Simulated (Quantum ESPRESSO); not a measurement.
## Li2S under changes of volume

One of the cells (15.344 Å³/atom); the others are scaled copies at fixed shape and fractional positions:

```xyz
3
Lattice="0.0000 2.8445 2.8445 2.8445 0.0000 2.8445 2.8445 2.8445 0.0000" Properties=species:S:1:pos:R:3 pbc="T T T"
S     0.0000    0.0000    0.0000
Li    4.2668    4.2668    4.2668
Li    1.4223    1.4223    1.4223
```

| Property | Result |
| --- | --- |
| Program | Quantum ESPRESSO 7.5 |
| Functional | PBE |
| Dispersion | D3 |
| Potentials or basis | PseudoDojo 0.4.1 SR PBE standard |
| Cutoff | 1007 eV |
| Density cutoff | 4027 eV |
| k mesh | 8 × 8 × 8 |
| Occupations | fermi-dirac, width 0.05 eV |
| Spin | no spin polarisation |

```csv
volume (Å³/atom),energy over the lowest point (meV/atom),pressure (GPa),gap on the mesh (eV)
14.423,?,?,?
14.730,0.00,0.1,3.36
15.037,0.70,-0.8,3.38
15.344,3.07,-1.7,3.39
15.650,6.95,-2.4,3.40
15.957,12.16,-3.1,3.41
16.264,18.60,-3.7,3.42
```

Q: What does the run at 14.423 Å³/atom give?

A: Energy over the lowest point 1.15 meV/atom; pressure 1.1 GPa; gap on the mesh 3.34 eV.

Worked out: A Birch-Murnaghan fit of order 3 (a polynomial in V^(-2/3)) to the other rows has its minimum at 14.76 Å³/atom with B0 = V·E''(V) = 46 GPa and B' = 4.3. It gives 1.18 meV/atom at 14.423 Å³/atom, against the run's 1.15, and -dE/dV = 1.1 GPa, against 1.1. A straight line through the other rows of the gap, of slope 0.578 eV per unit of ln V, extrapolates to 3.35 eV, against the run's 3.34.

Energies are extrapolated to zero smearing.

A mesh can miss the band edges.
